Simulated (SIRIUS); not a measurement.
InP: equation of state with WC

**What was measured.**

From a printed reference work, data compilation, for a bulk crystal of InP: bulk modulus 71 GPa.

The system is InP.

```
CELL_PARAMETERS angstrom
0.00000 2.93050 2.93050
2.93050 0.00000 2.93050
2.93050 2.93050 0.00000
ATOMIC_POSITIONS crystal
In 0.00000 0.00000 0.00000
P 0.75000 0.75000 0.75000
```

```yaml
Program: SIRIUS 7.12.0
Task: equation of state
Functional: WC
Potentials_or_basis: all-electron FP-LAPW
Cutoff: 172 eV
Basis: apw+lo standard
k_mesh: 8 × 8 × 8
Occupations: fermi-dirac, width 0.05 eV
Spin: no spin polarisation
```

| Quantity | Value |
| --- | --- |
| Equilibrium volume | 25.39 Å³/atom |
| Bulk modulus | 67 GPa |
| Pressure derivative of the bulk modulus | 4.9 (rough: it moves with the points fitted) |

Energy against volume, from the lowest point:
```csv
volume (Å³/atom),energy (meV/atom)
23.657,28.19
24.160,13.59
24.663,4.32
25.167,0.00
25.670,0.49
26.173,4.60
26.677,12.19
```

All runs of the series together: 6.4 min on 1 thread of Arm Neoverse V1, with other jobs on the host.

Against the measured bulk modulus of InP, 71 GPa (a printed reference work, data compilation), the calculated 67 GPa is off by -5.2 %. The fit is for a static lattice scaled at fixed shape and fixed fractional positions.
